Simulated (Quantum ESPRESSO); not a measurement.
Write the native input for Quantum ESPRESSO 7.5 that does the following.

| Quantity | Value |
| --- | --- |
| Task | relaxation of cell and atoms |
| Functional | PBEsol |
| Potentials or basis | SSSP 1.3 efficiency PBE |
| Cutoff | 857 eV |
| Density cutoff | 6884 eV |
| k mesh | 12 × 12 × 12 |
| Occupations | fermi-dirac, width 0.05 eV |
| Spin | no spin polarisation |
| Target pressure | 5 GPa |
| Mixing beta | 0.5 |
| Most SCF iterations | 120 |
| SCF threshold | 2e-10 Ry |
| Most ionic steps | 40 |
| Forc conv thr | 0.0004 Ry/bohr |
| Etot conv thr | 1e-05 Ry |
| Ion dynamics | bfgs |
| Cell dynamics | bfgs |
| Press conv thr | 0.3 kbar |

The system is Ir.

```
CELL_PARAMETERS angstrom
0.00000 1.91560 1.91560
1.91560 0.00000 1.91560
1.91560 1.91560 0.00000
ATOMIC_POSITIONS crystal
Ir 0.00000 0.00000 0.00000
```

These files were run (other wordings do the same):

pw.in

```
&CONTROL
  calculation = 'vc-relax'
  prefix = 'pwscf'
  outdir = './tmp'
  pseudo_dir = './pseudo'
  tprnfor = .true.
  tstress = .true.
  disk_io = 'low'
  nstep = 40
  forc_conv_thr = 0.0004
  etot_conv_thr = 1d-05
/
&SYSTEM
  ibrav = 0
  nat = 1
  ntyp = 1
  ecutwfc = 63
  ecutrho = 506
  nbnd = 13
  input_dft = 'pbesol'
  occupations = 'smearing'
  smearing = 'fd'
  degauss = 0.00367493
/
&ELECTRONS
  conv_thr = 2d-10
  electron_maxstep = 120
  mixing_beta = 0.5
/
&IONS
  ion_dynamics = 'bfgs'
/
&CELL
  cell_dynamics = 'bfgs'
  press = 50
  press_conv_thr = 0.3
/
ATOMIC_SPECIES
Ir   192.2170 Ir_pbe_v1.2.uspp.F.UPF
CELL_PARAMETERS bohr
   0.0000000000    3.6199593643    3.6199593643
   3.6199593643    0.0000000000    3.6199593643
   3.6199593643    3.6199593643    0.0000000000
ATOMIC_POSITIONS bohr
Ir     0.0000000000    0.0000000000    0.0000000000
K_POINTS automatic
12 12 12 0 0 0
```

Potentials or basis: SSSP 1.3 efficiency PBE.

Launch:

```console
$ OMP_NUM_THREADS=1 pw.x -in pw.in > pw.out
```

Results of the run:

- Relaxed volume: 13.86 Å³/atom
- Relaxed cell: a = 2.697 Å, b = 2.697 Å, c = 2.697 Å, α = 60.00°, β = 60.00°, γ = 60.00°
- Space group after relaxing (to 0.05 Å): Fm-3m (No. 225)
- Energy change on relaxing (the enthalpy is what falls): +2.6 meV/atom
- Ionic steps: 4
- Pressure after relaxing: 4.9 GPa
- Band gap on the k mesh: none (metal or under the smearing width)

Caveat: the potentials were made for another functional, which shifts forces and pressure.

Wall time 46 s on 1 thread of Arm Neoverse V1, on a shared host, peak memory 0.12 GiB.
